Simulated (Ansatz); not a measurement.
# In2GaAs3: the cost of one run

Method: DFT PBE, scalar-relativistic, plane waves, PAW, in Ansatz 0.2.0.

## Step 1: The structure to begin with

The structure is hexagonal, space group P6_3mc (No. 186). The conventional cell has a = 4.261 Å, b = 4.261 Å, c = 21.093 Å, α = 90.00°, β = 90.00°, γ = 120.00°. Around In (site symmetry 3m) lie 4 As at 2.64 to 2.67 Å. In (site symmetry 3m) has 4 As at 2.64 to 2.69 Å in its first shell of neighbours. Ga (site symmetry 3m) is surrounded by 4 As at 2.50 to 2.58 Å. As (site symmetry 3m) has 3 Ga at 2.58 Å and 1 In at 2.69 Å in its first shell of neighbours. Around As (site symmetry 3m) lie 4 In at 2.64 to 2.67 Å. As (site symmetry 3m) has 1 Ga at 2.50 Å and 3 In at 2.64 Å in its first shell of neighbours.

As a file:

```cif
data_structure
_symmetry_space_group_name_H-M 'P6_3mc'
_symmetry_Int_Tables_number 186
_cell_length_a 4.2613
_cell_length_b 4.2613
_cell_length_c 21.0933
_cell_angle_alpha 90.000
_cell_angle_beta 90.000
_cell_angle_gamma 120.000
_cell_volume 331.71
loop_
_atom_site_label
_atom_site_type_symbol
_atom_site_symmetry_multiplicity
_atom_site_Wyckoff_symbol
_atom_site_fract_x
_atom_site_fract_y
_atom_site_fract_z
_atom_site_occupancy
In1 In 2 b 0.33333 0.66667 0.33080 1
In2 In 2 b 0.33333 0.66667 0.00303 1
Ga1 Ga 2 b 0.33333 0.66667 0.66685 1
As1 As 2 b 0.33333 0.66667 0.13045 1
As2 As 2 b 0.33333 0.66667 0.45747 1
As3 As 2 b 0.33333 0.66667 0.78540 1
```

The start is the relaxed end of an invented cell (made as: elements ordered on the sites of the GaAs type, Ga/In on Ga (P6_3mc, No. 186)), taken up again for a closer look.

## Step 2: The guess as it stands, on a coarse mesh

File input.yaml:

```yaml
crystal:
  lattice:
    - [4.2612654, 0.0, 0.0]
    - [-2.1306327, 3.690364, 0.0]
    - [0.0, 0.0, 21.0933186]
  atoms:
    - { symbol: In, position: [0.3333333, 0.6666667, 0.330796] }
    - { symbol: In, position: [0.3333333, 0.6666667, 0.003033] }
    - { symbol: In, position: [0.6666667, 0.3333333, 0.503033] }
    - { symbol: In, position: [0.6666667, 0.3333333, 0.830796] }
    - { symbol: Ga, position: [0.3333333, 0.6666667, 0.666848] }
    - { symbol: Ga, position: [0.6666667, 0.3333333, 0.166848] }
    - { symbol: As, position: [0.3333333, 0.6666667, 0.130453] }
    - { symbol: As, position: [0.3333333, 0.6666667, 0.457474] }
    - { symbol: As, position: [0.3333333, 0.6666667, 0.785397] }
    - { symbol: As, position: [0.6666667, 0.3333333, 0.285397] }
    - { symbol: As, position: [0.6666667, 0.3333333, 0.630453] }
    - { symbol: As, position: [0.6666667, 0.3333333, 0.957474] }
basis:
  ecutwfc: 420
kpoints:
  mp_grid: { grid: [6, 6, 1] }
hamiltonian:
  xc: pbe
scf:
  occupations: { method: gaussian, width: 0.1 }
  lower_state_search: "off"
output:
  forces: true
  stress: true
  eigenvalues: true
```

Launch:

```
ansatz run input.yaml --threads 4 --pin off --max-ram 8192MiB --backend cpu --events-out ev --progress --plain --runs-dir out
```

Q: Estimate wall time and peak memory on 4 threads of Arm Neoverse V2, shared host.

About 6.3 s, with a peak of 0.97 GiB.
